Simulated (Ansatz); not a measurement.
# Mn3Si under changes of volume

One of the cells (11.709 Å³/atom); the others are scaled copies at fixed shape and fractional positions:

```xyz
4
Lattice="0.0000 2.8610 2.8610 2.8610 0.0000 2.8610 2.8610 2.8610 0.0000" Properties=species:S:1:pos:R:3 pbc="T T T"
Mn    4.2915    4.2915    4.2915
Mn    1.4305    1.4305    1.4305
Mn    2.8610    2.8610    2.8610
Si    0.0000    0.0000    0.0000
```

| Item | Value |
| --- | --- |
| Program | Ansatz 0.2.0 |
| Functional | LDA |
| Potentials or basis | Ansatz PAW |
| Cutoff | 420 eV (not typed: the program's choice for these potentials) |
| k mesh | 8 × 8 × 8 |
| Occupations | fermi-dirac, width 0.05 eV |
| Spin | collinear spin, ferromagnetic start |
| Starting moments | [4.0, 4.0, 4.0, 0.0] μB |

| volume (Å³/atom) | energy over the lowest point (meV/atom) | pressure (GPa) | moment (μB per cell) |
| --- | --- | --- | --- |
| 11.007 | 0.00 | -13.5 | 1.19 |
| 11.241 | 22.11 | -17.1 | 1.11 |
| 11.475 | 49.12 | -20.4 | 1.06 |
| 11.709 | 80.63 | -23.3 | 1.04 |
| 11.943 | 116.19 | -25.9 | 1.02 |
| 12.177 | ? | ? | ? |
| 12.412 | 197.85 | -30.2 | 1.01 |

Task: What does the run at 12.177 Å³/atom give?

Result: Energy over the lowest point 155.39 meV/atom; pressure -28.2 GPa; moment 1.02 μB per cell.

Worked out: A Birch-Murnaghan fit of order 3 (a polynomial in V^(-2/3)) to the other rows has no minimum within the range. It gives 155.30 meV/atom at 12.177 Å³/atom, against the run's 155.39, and -dE/dV = -27.9 GPa, against -28.2. A parabola through the other rows of the moment, of slope 0.00171 μB per Å³/atom there, gives 1.01 μB, against the run's 1.02.

Energies are extrapolated to zero smearing.

Caveats: the PAW data sets come from PBE, with cores solved anew for the run's functional, which leaves a small shift of forces and pressure; the starting moments weren't kept.
